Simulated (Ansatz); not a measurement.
W: strain energy, fitted

W, Im-3m, a = 3.154 Å. Ansatz: PBEsol, PAW, 420 eV, Γ-centred 16×16×16 mesh on 2 atoms, Gaussian smearing 0.10 eV; no spin polarisation. Series: biaxial strain in the a-b plane, c and atoms relaxed; x is the strain in per cent. y is the free energy over the unstrained cell, V0 = 15.692 Å³/atom.

| x (%) | y (meV/atom) |
| --- | --- |
| -3.0 | 52.90 |
| -2.0 | 22.62 |
| -1.0 | 5.40 |
| 0.0 | 0.00 |
| 1.0 | ? |
| 2.0 | 21.45 |
| 3.0 | 48.18 |

**Question.** Fit y = c2 x² + c3 x³ to the other rows, turn c2 into a modulus, and predict the missing energy.

**Answer.** Least squares on the rows shown. y = 5.5965 x² − 0.086077 x³. In eV per unit strain² c2 is 55.96; M is the biaxial modulus (E = M V0 ε²): 55.96 × 160.2 / (15.692) = 571 GPa. The unstrained cell keeps some stress along the strain, worth a slope of 0.13 meV/atom per %, which the form leaves out. At x = 1.0 the fit asked for gives 5.51 meV/atom. The run gave 5.35 meV/atom, so the fit is 0.16 meV/atom too high, within the rms miss on the fitted rows (0.29 meV/atom).

Spin–orbit coupling is left out, which can shift energies with elements as heavy as these.